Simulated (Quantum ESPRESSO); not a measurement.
# CdSe (Fm-3m): the Cd K absorption edge, part 3 of 3

Aim: the near-edge shape at the Cd K edge of CdSe (Fm-3m), and what the core hole does to it.

Quantum ESPRESSO 7.5; X-ray absorption near-edge structure, plane-wave PAW LDA, one-electron final states by a Lanczos continued fraction.

So far. Step 3 (Spectrum without a core hole, Cd atom 1): Main maxima below 30 eV (height): 8.4 eV (1.20) and 21.8 eV (1.11). A K edge sees empty p states on the absorber. Step 7 (Spectrum with XCH, Cd atom 1): Main maxima below 30 eV (height): 5.7 eV (1.21) and 19.9 eV (0.98). 

**8. Spectrum with XCH, other settings, Cd atom 1**

Another set-up is tried: cut_occ_states from yes to no.

xspectra.in

```
&input_xspectra
   calculation='xanes_dipole', edge='K'
   prefix='x', outdir='tmp', xiabs=1, xe0=8.1514
   xonly_plot=.false., x_save_file='xanes.sav'
   xniter=3000, xcheck_conv=20, xerror=0.005
   xcoordcrys=.false., xepsilon(1)=1, xepsilon(2)=0, xepsilon(3)=0
/
&plot
   xnepoint=501, xemin=-10, xemax=70, terminator=.true., cut_occ_states=.false.
   xgamma=0.4
/
&pseudos
   filecore='../Cd.wfc'
/
&cut_occ
   cut_desmooth=0.1, cut_stepl=0.05, cut_stepu=0.05, cut_ierror=1e-5
/
3 3 3 0 0 0
```

Launch:

```console
> OMP_NUM_THREADS=1 mpirun --oversubscribe --bind-to none -np 4 xspectra.x -nk 4 -in xspectra.in > xspectra.out
```

Log:

```text
     [... banner and references ...]
Reading input_file

     calculation: xanes_dipole

     xepsilon  [cartesian coordinates]:   1.000000   0.000000   0.000000

     xonly_plot: FALSE
        => complete calculation: Lanczos + spectrum plot

     filecore (core-wavefunction file): ../Cd.wfc

     main plot parameters:
        cut_occ_states: FALSE
        gamma_mode:  constant
        -> using xgamma [eV]:  0.40
        xemin [eV]: -10.00
        xemax [eV]:  70.00
        xnepoint:  501
        xe0 [eV]:   8.151400 (energy zero read in input file)

[...]
x_save_file name:
     ->  xanes.sav
     x_save_file version:  2

     ... End STEP 1 ...

     ... Begin STEP 2 ...

     The spectrum is calculated using the following parameters:
        xe0 [eV]:    8.1514
        the occupied states are NOT eliminated from the spectrum
        xemin [eV]: -10.00
        xemax [eV]:  70.00
        xnepoint:  501
        constant broadening parameter [eV]:    0.400
        Core level energy [eV]: -0.2671E+05
         (from electron binding energy of neutral atoms in X-ray data booklet)

     Cross-section successfully written in xanes.dat

     ... End STEP 2 ...

                                END JOB XSpectra
```

Elapsed: 11 s, on 4 MPI ranks of Intel Xeon Gold 6455B (Sapphire Rapids), shared host; peak memory 0.34 GiB.

The run finished. A setting was moved off its sound value on purpose, so it serves as a test and not as the result.

The fault put into the input: transitions to filled states aren't cut.

This run also has another mesh (3×3×3 against 4×4×4), so the 5 % r.m.s. difference can't be laid on the changed setting alone. The highest intensity below 24 eV goes from 5.7 eV (1.21) to 5.4 eV (1.20).

```tsv
E (eV)	first run	this run
-2.0	0.39	0.58
-0.5	0.54	0.68
1.0	0.74	0.83
2.5	0.96	1.01
4.0	1.14	1.16
5.5	1.21	1.20
7.0	1.18	1.16
8.5	1.10	1.09
10.0	1.01	1.00
11.5	0.96	0.95
13.0	0.95	0.92
14.5	0.95	0.91
16.0	0.95	0.94
17.5	0.96	0.95
19.0	0.97	0.94
20.5	0.97	0.93
22.0	0.94	0.91
23.5	0.91	0.89
25.0	0.91	0.90
26.5	0.94	0.92
28.0	0.99	0.95
29.5	1.04	0.98
31.0	1.07	1.02
```

**9. Cell without a hole, the energy reference**

The cell and mesh change for the next run, so it gets a reference energy of its own.

scf.in

```
&control
   calculation='scf', prefix='x', pseudo_dir='../pp', outdir='tmp', tprnfor=.true.
/
&system
   ibrav=0, nat=2, ntyp=2, nbnd=13
   ecutwfc=40, ecutrho=560
   occupations='smearing', smearing='mv', degauss=0.015
/
&electrons
   conv_thr=2.0e-08, electron_maxstep=120
   mixing_beta=0.5
/
ATOMIC_SPECIES
Cd 1.0 Cd.lda-n-kjpaw.UPF
Se 1.0 Se.lda-n-kjpaw.UPF
CELL_PARAMETERS angstrom
  0.00000000 2.87395800 2.87395800
  2.87395800 0.00000000 2.87395800
  2.87395800 2.87395800 0.00000000
ATOMIC_POSITIONS crystal
Cd   0.00000000 0.00000000 0.00000000
Se   0.50000000 0.50000000 0.50000000
K_POINTS automatic
8 8 8 0 0 0
```

Launch:

```console
> OMP_NUM_THREADS=1 mpirun --oversubscribe --bind-to none -np 4 pw.x -nk 4 -in scf.in > scf.out
```

Log:

```text
     [... banner and references ...]
[banner, memory and clock lines left out]
using ibrav=0 with symmetry is DISCOURAGED, use correct ibrav instead

     G-vector sticks info

     bravais-lattice index     =            0
     lattice parameter (alat)  =       7.6806  a.u.
     unit-cell volume          =     320.3818 (a.u.)^3
     number of atoms/cell      =            2
     number of atomic types    =            2
[...]
ewald contribution        =     -90.42514102 Ry
     one-center paw contrib.   =    -438.83168245 Ry

     convergence has been achieved in  10 iterations

     Forces acting on atoms (cartesian axes, Ry/au):

     atom    1 type  1   force =     0.00000000    0.00000000   -0.00000000
     atom    2 type  2   force =    -0.00000000   -0.00000000   -0.00000000

     Total force =     0.000000     Total SCF correction =     0.000000

     XML data file, charge density, pseudopotentials, collected wavefunctions
[key lines of the parts left out:]
!    total energy              =    -554.63403089 Ry
the Fermi energy is     7.1948 ev
```

The job ended after 4.8 s (4 MPI ranks; peak memory 0.14 GiB; 18 s of CPU time).

**10. Cell with XCH, Cd atom 1**

A smaller cell brings the holes closer; here they are 4.1 Å apart.

Changed against the first core-hole run: supercell atoms from 8 to 2.

scf.in: that of step 9 with these lines changed.

```diff
@@ -4,3 +4,3 @@
 &system
-   ibrav=0, nat=2, ntyp=2, nbnd=13
+   ibrav=0, nat=2, ntyp=2, nbnd=14
    ecutwfc=40, ecutrho=560
@@ -13,3 +13,3 @@
 ATOMIC_SPECIES
-Cd 1.0 Cd.lda-n-kjpaw.UPF
+Cd0 1.0 Cd.lda-n-kjpaw-1sch.UPF
 Se 1.0 Se.lda-n-kjpaw.UPF
@@ -20,3 +20,3 @@
 ATOMIC_POSITIONS crystal
-Cd   0.00000000 0.00000000 0.00000000
+Cd0  0.00000000 0.00000000 0.00000000
 Se   0.50000000 0.50000000 0.50000000
```

Log:

```text
     [... banner and references ...]
[banner, memory and clock lines left out]
using ibrav=0 with symmetry is DISCOURAGED, use correct ibrav instead

     G-vector sticks info

     bravais-lattice index     =            0
     lattice parameter (alat)  =       7.6806  a.u.
     unit-cell volume          =     320.3818 (a.u.)^3
     number of atoms/cell      =            2
     number of atomic types    =            2
[...]
ewald contribution        =    -102.18158542 Ry
     one-center paw contrib.   =    -409.39446976 Ry

     convergence has been achieved in   7 iterations

     Forces acting on atoms (cartesian axes, Ry/au):

     atom    1 type  1   force =    -0.00000000   -0.00000000    0.00000000
     atom    2 type  2   force =     0.00000000    0.00000000    0.00000000

     Total force =     0.000000     Total SCF correction =     0.000000

     XML data file, charge density, pseudopotentials, collected wavefunctions
[key lines of the parts left out:]
!    total energy              =    -544.40978326 Ry
the Fermi energy is     9.3584 ev
```

It took 3.8 s on 4 MPI ranks; peak memory 0.14 GiB.

**11. Spectrum with XCH, Cd atom 1**

Changed against the first core-hole run: supercell atoms from 8 to 2.

xspectra.in

```
&input_xspectra
   calculation='xanes_dipole', edge='K'
   prefix='x', outdir='tmp', xiabs=1, xe0=9.3584
   xonly_plot=.false., x_save_file='xanes.sav'
   xniter=3000, xcheck_conv=20, xerror=0.005
   xcoordcrys=.false., xepsilon(1)=1, xepsilon(2)=0, xepsilon(3)=0
/
&plot
   xnepoint=501, xemin=-10, xemax=70, terminator=.true., cut_occ_states=.true.
   xgamma=0.4
/
&pseudos
   filecore='../Cd.wfc'
/
&cut_occ
   cut_desmooth=0.1, cut_stepl=0.05, cut_stepu=0.05, cut_ierror=1e-5
/
7 7 7 0 0 0
```

Launch:

```console
> OMP_NUM_THREADS=1 mpirun --oversubscribe --bind-to none -np 4 xspectra.x -nk 4 -in xspectra.in > xspectra.out
```

Log:

```text
     [... banner and references ...]
Reading input_file

     calculation: xanes_dipole

     xepsilon  [cartesian coordinates]:   1.000000   0.000000   0.000000

     xonly_plot: FALSE
        => complete calculation: Lanczos + spectrum plot

     filecore (core-wavefunction file): ../Cd.wfc

     main plot parameters:
        cut_occ_states: TRUE
        gamma_mode:  constant
        -> using xgamma [eV]:  0.40
        xemin [eV]: -10.00
        xemax [eV]:  70.00
        xnepoint:  501
        xe0 [eV]:   9.358400 (energy zero read in input file)

[...]
x_save_file name:
     ->  xanes.sav
     x_save_file version:  2

     ... End STEP 1 ...

     ... Begin STEP 2 ...

     The spectrum is calculated using the following parameters:
        xe0 [eV]:    9.3584
        the occupied states are elimintate from the spectrum
        xemin [eV]: -10.00
        xemax [eV]:  70.00
        xnepoint:  501
        constant broadening parameter [eV]:    0.400
        Core level energy [eV]: -0.2671E+05
         (from electron binding energy of neutral atoms in X-ray data booklet)

     Cross-section successfully written in xanes.dat

     ... End STEP 2 ...

                                END JOB XSpectra
```

Run time: 11 s. Hardware: 4 MPI ranks; peak memory 0.13 GiB; 45 s of CPU time.

These settings depart from the first run's and aren't meant as converged.

Against the first run the r.m.s. difference is 2 %. The highest intensity below 24 eV goes from 5.7 eV (1.21) to 5.4 eV (1.18).

```tsv
E (eV)	first run	this run
-2.0	0.39	0.42
-0.5	0.54	0.58
1.0	0.74	0.79
2.5	0.96	1.00
4.0	1.14	1.14
5.5	1.21	1.18
7.0	1.18	1.15
8.5	1.10	1.07
10.0	1.01	1.01
11.5	0.96	0.97
13.0	0.95	0.95
14.5	0.95	0.94
16.0	0.95	0.94
17.5	0.96	0.96
19.0	0.97	0.97
20.5	0.97	0.96
22.0	0.94	0.93
23.5	0.91	0.91
25.0	0.91	0.92
26.5	0.94	0.97
28.0	0.99	1.02
29.5	1.04	1.06
31.0	1.07	1.06
```

**12. Supercell with XCH, Cd atom 1**

Another set-up is tried: limit of SCF steps to 8.

scf.in

```
&control
   calculation='scf', prefix='x', pseudo_dir='../pp', outdir='tmp', tprnfor=.true.
/
&system
   ibrav=0, nat=8, ntyp=3, nbnd=45
   ecutwfc=40, ecutrho=560
   occupations='smearing', smearing='mv', degauss=0.015
/
&electrons
   conv_thr=8.0e-08, electron_maxstep=8
   mixing_beta=0.5
/
ATOMIC_SPECIES
Cd0 1.0 Cd.lda-n-kjpaw-1sch.UPF
Cd 1.0 Cd.lda-n-kjpaw.UPF
Se 1.0 Se.lda-n-kjpaw.UPF
CELL_PARAMETERS angstrom
  0.00000000 0.00000000 5.74791600
  5.74791600 0.00000000 0.00000000
  0.00000000 5.74791600 0.00000000
ATOMIC_POSITIONS crystal
Cd0  0.00000000 0.00000000 0.00000000
Cd   0.00000000 0.50000000 0.50000000
Cd   0.50000000 0.50000000 0.00000000
Cd   0.50000000 0.00000000 0.50000000
Se   0.50000000 0.50000000 0.50000000
Se   0.50000000 0.00000000 0.00000000
Se   0.00000000 0.00000000 0.50000000
Se   0.00000000 0.50000000 0.00000000
K_POINTS automatic
5 5 5 0 0 0
```

Launch:

```console
> OMP_NUM_THREADS=1 mpirun --oversubscribe --bind-to none -np 4 pw.x -nk 4 -in scf.in > scf.out
```

Log:

```text
     [... banner and references ...]
[banner, memory and clock lines left out]
using ibrav=0 with symmetry is DISCOURAGED, use correct ibrav instead

     G-vector sticks info

     bravais-lattice index     =            0
     lattice parameter (alat)  =      10.8620  a.u.
     unit-cell volume          =    1281.5272 (a.u.)^3
     number of atoms/cell      =            8
     number of atomic types    =            3
     number of electrons       =        73.00
     number of Kohn-Sham states=           45
[...]
iteration #  7     ecut=    40.00 Ry     beta= 0.50
     Davidson diagonalization with overlap
     ethr =  2.40E-08,  avg # of iterations =  3.3

     total energy              =   -2208.33282516 Ry
     estimated scf accuracy    <       0.00000143 Ry

     iteration #  8     ecut=    40.00 Ry     beta= 0.50
     Davidson diagonalization with overlap
     ethr =  1.96E-09,  avg # of iterations =  4.7

     total energy              =   -2208.33282567 Ry
     estimated scf accuracy    <       0.00000121 Ry

     End of self-consistent calculation

     convergence NOT achieved after   8 iterations: stopping

     XML data file, charge density
```

The job ended after 17 s (4 MPI ranks; peak memory 0.39 GiB).

The step limit was set too low: the run stopped before it met its threshold, however near it may have come, and gives no result to build on.

**13. With and without the hole**

Both curves are counted from their own zero, so only the shift of weight within the empty states shows.

```tsv
E (eV)	no hole	XCH
-2.0	0.28	0.39
-1.0	0.33	0.48
0.0	0.40	0.60
1.0	0.49	0.74
2.0	0.60	0.89
3.0	0.72	1.03
4.0	0.86	1.14
5.0	0.99	1.20
6.0	1.10	1.21
7.0	1.17	1.18
8.0	1.20	1.13
9.0	1.20	1.07
10.0	1.18	1.01
11.0	1.15	0.98
12.0	1.12	0.96
13.0	1.09	0.95
14.0	1.08	0.95
15.0	1.06	0.95
16.0	1.06	0.95
17.0	1.05	0.95
18.0	1.06	0.96
19.0	1.07	0.97
20.0	1.09	0.98
21.0	1.10	0.97
22.0	1.11	0.94
23.0	1.10	0.92
24.0	1.07	0.91
25.0	1.05	0.91
26.0	1.03	0.92
27.0	1.03	0.95
28.0	1.05	0.99
29.0	1.08	1.02
30.0	1.12	1.05
31.0	1.16	1.07
32.0	1.19	1.08
```

With each curve scaled to its own mean, the area from −2 to 6 eV with the hole is 6.9 against 5.1, and the centre of weight from −1 to 20 eV moves by -0.9 eV: the hole pulls the absorber's empty states down.

**14. Runs not followed above**

These runs aren't followed: redraws of a spectrum that repeat one shown, runs with a planted fault or a state judged unsound, or a program's part that gave no sound spectrum.

| program | step | status | elapsed |
| --- | --- | --- | --- |
| Quantum ESPRESSO | no core hole, redrawn | converged | 3.5 s |
| Quantum ESPRESSO | spectrum with XCH, redrawn | converged | 1.2 s |
| Quantum ESPRESSO | spectrum with XCH, redrawn | converged | 1.2 s |

**15. Results**

* absorber and edge: Cd K, atom 1 of the ground-state input (counted from 1)
* surroundings: 6 Se at 2.87 Å (octahedral, site symmetry m-3m)
* highest intensity below 24 eV: 5.7 eV above the zero, height 1.21

What this shows: The Cd K edge of atom 1, with 6 Se at 2.87 Å (octahedral, site symmetry m-3m), has its highest intensity of the first 24 eV at 5.7 eV above the zero, 1.2 times the mean level of the first 20 eV (Lorentzian half width 3.64 eV (not a setting of the program: the run's 0.4 eV curve was folded afterwards with a further Lorentzian)). With each curve scaled to its own mean, the area from −2 to 6 eV with the hole is 6.9 against 5.1, and the centre of weight from −1 to 20 eV moves by -0.9 eV: the hole pulls the absorber's empty states down. A cell with holes 4.1 Å apart changes the curve by 2 % r.m.s. (1 % after the best shift). 2 further runs of this session are left out of this account as redundant. The unit cell's mesh shows no gap over 0.35 eV. That is right for a metallic compound; for a small-gap or correlated insulator it would be the fault of the functional or of the assumed magnetic order, and the hole would be screened too well. The holes are only 5.7 Å apart, so the shape is probably not converged with cell size; no larger cell was run here. The structure is a computed Materials Project entry and may be a hypothetical form.

[Banner, clock and machine lines of the logs are left out without a mark of their own.]

[Logs are printed without paths, hosts, clocks, repeated set-up lines and the standing remarks that a program may print on its own settings, such as how far it seeks lower states.]

[Hosts, paths, dates, database ids (printed as entryN), source tags and the programs' standing remarks are cut or masked in the printed files.]

[Lists of maxima count a maximum above −3 eV only where it reaches 4 % of the highest in the window and stands out from its surroundings by 2 % of it (1.5 % where it reaches 55 %); shoulders and weaker maxima are passed over, and of the rest the first, up to two pre-edge ones and the few strongest are named.]
